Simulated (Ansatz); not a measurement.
# InSe: the cost of one run

Method: DFT LDA, scalar-relativistic, plane waves, PAW, in Ansatz 0.2.0.

4 further runs of the same task are left out: 4 set aside as unsound or not needed.

## (1) The structure to begin with

The structure is monoclinic, space group C2/m (No. 12). Conventional cell: a = 11.682 Å, b = 4.083 Å, c = 4.422 Å, α = 90.00°, β = 110.67°, γ = 90.00°. In (site symmetry m) has 3 Se at 2.65 to 2.68 Å and 1 In at 2.75 Å in its first shell of neighbours. Se (site symmetry m) has 3 In at 2.65 to 2.68 Å in its first shell of neighbours.

As a file:

```cif
data_structure
_symmetry_space_group_name_H-M 'C2/m'
_symmetry_Int_Tables_number 12
_cell_length_a 11.6822
_cell_length_b 4.0831
_cell_length_c 4.4221
_cell_angle_alpha 90.000
_cell_angle_beta 110.674
_cell_angle_gamma 90.000
_cell_volume 197.35
loop_
_atom_site_label
_atom_site_type_symbol
_atom_site_symmetry_multiplicity
_atom_site_Wyckoff_symbol
_atom_site_fract_x
_atom_site_fract_y
_atom_site_fract_z
_atom_site_occupancy
In1 In 4 i 0.38485 0.50000 0.01881 1
Se1 Se 4 i 0.15254 0.50000 0.63272 1
```

This cell was relaxed beforehand with the same method: volume 24.67 Å³/atom, gap on the mesh 0.51 eV.

## (2) Optical spectrum

Input file input.yaml:

```yaml
crystal:
  lattice:
    - [5.8410472406, -2.0415416338, 0.021478139]
    - [5.8410472406, 2.0415416338, 0.021478139]
    - [-1.576418589, 0.0, 4.1315666105]
  atoms:
    - { symbol: In, position: [0.8848491214, 0.8848491214, 0.018808229] }
    - { symbol: In, position: [0.1151508786, 0.1151508786, 0.981191771] }
    - { symbol: Se, position: [0.6525369284, 0.6525369284, 0.6327224293] }
    - { symbol: Se, position: [0.3474630716, 0.3474630716, 0.3672775707] }
basis:
  ecutwfc: 420
kpoints:
  mp_grid: { grid: [10, 10, 8] }
hamiltonian:
  xc: lda
scf:
  occupations: { method: gaussian, width: 0.01 }
  n_extra_bands: 16
output:
  eigenvalues: true
  optics: { e_range: [0, 14], sigma: 0.1, nscf_kmesh: { grid: [16, 16, 14] } }
checkpoint:
  read: start.run
  write: ck
  compress: false
  write_wavefunctions: false
  write_every: 100000
```

Run with:

```console
ansatz run input.yaml --threads 4 --pin off --max-ram 12288MiB --backend cpu --events-out ev --progress --plain --runs-dir out
```

What time and memory should one allow on 4 threads of Intel Xeon 6975P-C (Granite Rapids), shared host?

About 3.2 min, with a peak of 7.1 GiB.
